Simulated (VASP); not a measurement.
Output of a VASP run:

**OSZICAR**
```
       N       E                     dE             d eps       ncg     rms          rms(c)
DAV:   1     0.142112091903E+03    0.14211E+03   -0.13691E+04  1024   0.150E+03
DAV:   2    -0.329345942845E+02   -0.17505E+03   -0.16906E+03  1320   0.349E+02
DAV:   3    -0.429840949040E+02   -0.10050E+02   -0.99950E+01  1432   0.771E+01
DAV:   4    -0.435577645635E+02   -0.57367E+00   -0.57283E+00  1656   0.119E+01
DAV:   5    -0.435617030099E+02   -0.39384E-02   -0.39383E-02  1288   0.103E+00    0.184E+01
DAV:   6    -0.344382931381E+02    0.91234E+01   -0.32845E+00  1208   0.139E+01    0.139E+01
DAV:   7    -0.337967618771E+02    0.64153E+00   -0.15930E+00  1320   0.140E+01    0.730E+00
DAV:   8    -0.354639084567E+02   -0.16671E+01   -0.90203E-01  1296   0.115E+01    0.491E+00
DAV:   9    -0.343425323412E+02    0.11214E+01   -0.45149E-01  1040   0.752E+00    0.134E+00
DAV:  10    -0.340651766434E+02    0.27736E+00   -0.27074E-01  1048   0.607E+00    0.915E-01
DAV:  11    -0.340578009390E+02    0.73757E-02   -0.91941E-03  1424   0.729E-01    0.117E+00
DAV:  12    -0.340568637983E+02    0.93714E-03   -0.97014E-05  1344   0.744E-02    0.116E+00
DAV:  13    -0.340921838988E+02   -0.35320E-01   -0.22548E-02  1024   0.151E+00    0.496E-01
DAV:  14    -0.340971292765E+02   -0.49454E-02   -0.15212E-03  1040   0.438E-01    0.441E-01
DAV:  15    -0.340968226769E+02    0.30660E-03   -0.96066E-05  1280   0.100E-01    0.389E-01
DAV:  16    -0.340964933666E+02    0.32931E-03   -0.15893E-03  1232   0.398E-01    0.103E-01
DAV:  17    -0.340964913889E+02    0.19777E-05   -0.24075E-04  1288   0.133E-01    0.754E-02
DAV:  18    -0.340964684741E+02    0.22915E-04   -0.20009E-05  1160   0.438E-02    0.763E-02
DAV:  19    -0.340964724233E+02   -0.39492E-05   -0.13118E-04  1056   0.140E-01    0.600E-02
DAV:  20    -0.340965358694E+02   -0.63446E-04   -0.11476E-04  1056   0.114E-01    0.212E-02
DAV:  21    -0.340965559877E+02   -0.20118E-04   -0.37378E-05  1056   0.617E-02    0.385E-02
DAV:  22    -0.340965544806E+02    0.15072E-05   -0.12734E-05  1200   0.326E-02    0.140E-02
DAV:  23    -0.340965549255E+02   -0.44492E-06   -0.70672E-06  1400   0.221E-02
   1 F= -.34096555E+02 E0= -.34096555E+02  d E =-.581563E-20  mag=    -0.0000    -0.0000    -0.0000
       N       E                     dE             ncg
       N       E                     dE             ncg
       N       E                     dE             ncg
```

### OUTCAR
```
------------------------ aborting loop because EDIFF is reached ----------------------------------------
  FORCE on cell =-STRESS in cart. coord.  units (eV):
  Direction    XX          YY          ZZ          XY          YZ          ZX
  --------------------------------------------------------------------------------------
  Total        0.0114272      0.0114272      0.0114272      0.0000000      0.0000000      0.0000000
  in kB        0.3762259      0.3762259      0.3762259      0.0000000      0.0000000      0.0000000
  external PRESSURE =       0.3762259 kB  Pullay stress =       0.0000000 kB
  volume of cell :       48.66
      direct lattice vectors                 reciprocal lattice vectors
     0.000000000  2.897726990  2.897726990    -0.172549036  0.172549036  0.172549036
     2.897726990  0.000000000  2.897726990     0.172549036 -0.172549036  0.172549036
     2.897726990  2.897726990  0.000000000     0.172549036  0.172549036 -0.172549036
 POSITION                                       TOTAL-FORCE (eV/Angst)
 -----------------------------------------------------------------------------------
      0.00000      0.00000      0.00000        -0.000000     -0.000000     -0.000000
      1.44886      1.44886      1.44886         0.000000      0.000000      0.000000
      4.34659      4.34659      4.34659        -0.000000     -0.000000     -0.000000
 -----------------------------------------------------------------------------------
    total drift:                                0.000000      0.000000      0.000000
  FREE ENERGIE OF THE ION-ELECTRON SYSTEM (eV)
  ---------------------------------------------------
  free  energy   TOTEN  =       -34.0965549255 eV

  energy  without entropy=      -34.0965549255  energy(sigma->0) =      -34.09655493

 Ion:    1  E_soc:     -0.1612545

 Ion:    2  E_soc:     -0.0004078

 Ion:    3  E_soc:     -0.0004078
```
(Selected blocks of OUTCAR.)

### POSCAR
```
SrF2
1
    0.0000000000     2.8977269905     2.8977269905
    2.8977269905     0.0000000000     2.8977269905
    2.8977269905     2.8977269905     0.0000000000
Sr F
1 2
Direct
  0.0000000000   0.0000000000   0.0000000000
  0.2500000000   0.2500000000   0.2500000000
  0.7500000000   0.7500000000   0.7500000000
```

Write an INCAR and KPOINTS that could have produced this output.

One answer among several that fit: the input of the run itself, r2SCAN meta-GGA with spin-orbit coupling, plane waves, VASP's PBE PAW potentials (set 64).

File KPOINTS_OPT:
```
k-points along high-symmetry lines
8
Line-mode
Reciprocal
  0.000000   0.000000   0.000000 ! GAMMA
  0.500000   0.000000   0.500000 ! X

  0.500000   0.000000   0.500000 ! X
  0.625000   0.250000   0.625000 ! U

  0.375000   0.375000   0.750000 ! K
  0.000000   0.000000   0.000000 ! GAMMA

  0.000000   0.000000   0.000000 ! GAMMA
  0.500000   0.500000   0.500000 ! L

  0.500000   0.500000   0.500000 ! L
  0.500000   0.250000   0.750000 ! W

  0.500000   0.250000   0.750000 ! W
  0.500000   0.000000   0.500000 ! X
```

INCAR:
```
! general
SYSTEM     = SrF2
PREC       = Accurate
ENCUT      = 520
LREAL      = .FALSE.   ! projection in real space or not
LASPH      = .TRUE.

! electronic loop
EDIFF      = 1E-6
NELM       = 100
ALGO       = Normal
LMAXMIX    = 4
LMIXTAU    = .TRUE.

! smearing
ISMEAR     = 0
SIGMA      = 0.05   ! width (eV)

! functional
METAGGA    = R2SCAN
GGA_COMPAT = .FALSE.

! spin
MAGMOM     = 9*0
LSORBIT    = .TRUE.

! output
LWAVE      = .FALSE.
LCHARG     = .FALSE.
```

**KPOINTS**
```
Automatic mesh
0
Gamma
6 6 6
0 0 0
```

POTCAR, in this order: Sr_sv F (PBE.64 set). Program: vasp_ncl.

The compound is SrF2 in the fluorite structure. It was relaxed first.
